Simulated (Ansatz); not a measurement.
## TiC and the effect of the functional

The cell as given:

```yaml
crystal:
  lattice:
    - [0.00000, 2.16572, 2.16572]
    - [2.16572, 0.00000, 2.16572]
    - [2.16572, 2.16572, 0.00000]
  atoms:
    - { symbol: Ti, position: [0.00000, 0.00000, 0.00000] }
    - { symbol: C, position: [0.50000, 0.50000, 0.50000] }
```

Kept alike: task relaxation of cell and atoms; k mesh 11 × 11 × 11; occupations fermi-dirac, width 0.05 eV; no spin polarisation. Program: Ansatz, Ansatz PAW. Cutoffs run from 420 to 500 eV. The mesh is that of the run's cell of 2 atoms. No spin-orbit coupling.

| functional | volume (Å³/atom) |
| --- | --- |
| BLYP | 10.503 |
| LDA | 9.670 |
| PBE | 10.168 |
| PBEsol | 9.894 |
| RPBE | 10.357 |
| r2SCAN | 10.133 |
| revPBE | 10.306 |

The relaxations keep at least the cell's symmetry (Fm-3m). For a metal such a mesh leaves the last digits unconverged. Relaxations stop with a little pressure left, so the last digits of a volume or edge aren't settled. Ansatz's relaxations hold a Pulay term in the stress (up to 0.4 GPa here). All rows use potentials made for PBE.

Problem. What does the functional change here?

Solution. The volume runs from 9.670 (LDA) to 10.503 Å³/atom (BLYP). From PBE: BLYP +0.335; LDA -0.498; PBEsol -0.274; RPBE +0.189; r2SCAN -0.035; revPBE +0.138. Measured: 10.09 Å³/atom at 300 K (pmc:8230697, doi:10.3390/ma14123222); nearest r2SCAN, 0.04 Å³/atom off. The runs are for a static lattice.
